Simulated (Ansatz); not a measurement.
Method: DFT PBE, scalar-relativistic, plane waves, PAW in Ansatz. All cells share a 420 eV cutoff and Γ-centred k meshes spaced at most about 0.3 Å⁻¹ (2π included). No spin polarisation in the final relaxations.

These are static total energies at zero pressure.

Two relaxed structures of SrO:

A.

```
CELL_PARAMETERS angstrom
0.00000 2.80681 2.80681
2.80681 0.00000 2.80681
2.80681 2.80681 0.00000
ATOMIC_POSITIONS crystal
Sr 0.50000 0.50000 0.50000
O 0.75000 0.75000 0.75000
```

B.

```
CELL_PARAMETERS angstrom
1.79634 1.03712 6.25041
-1.79634 1.03712 6.25041
0.00000 -2.07424 6.25041
ATOMIC_POSITIONS crystal
Sr 0.87553 0.87553 0.87553
Sr 0.04471 0.04471 0.04471
O 0.45952 0.45952 0.45952
O 0.62838 0.62838 0.62838
```

Question: Which would you expect to be lower, and how large is the difference?

Answer: B is lower, by 30 meV/atom. A has the zinc blende type, space group F-43m (No. 216), 22.1 Å³/atom and a gap of 2.48 eV on its mesh; B has space group R3m (No. 160), 17.5 Å³/atom and a gap of 3.33 eV. Counting O atoms around Sr (those within 1.25 times the shortest such distance or 1.15 times the sum of covalent radii), A has Sr 4 and B has Sr 6. The denser one is the lower, and pressure would at first widen the difference. In A, Sr has 4 O at 2.43 Å; O is surrounded by 4 Sr at 2.43 Å. In B, around Sr on its first site lie 6 O at 2.59–2.63 Å; around Sr on its second site lie 6 O at 2.58–2.59 Å; O on its first site has 6 Sr at 2.58–2.59 Å; 1 more site not described. Both come from invented guesses. The part of the Crystallography Open Database at hand lists SrO in space group No. 225, which no cell shown has.

Kohn–Sham gaps at this level usually fall short of measured ones. Cells relaxed within their symmetry can be saddle points.
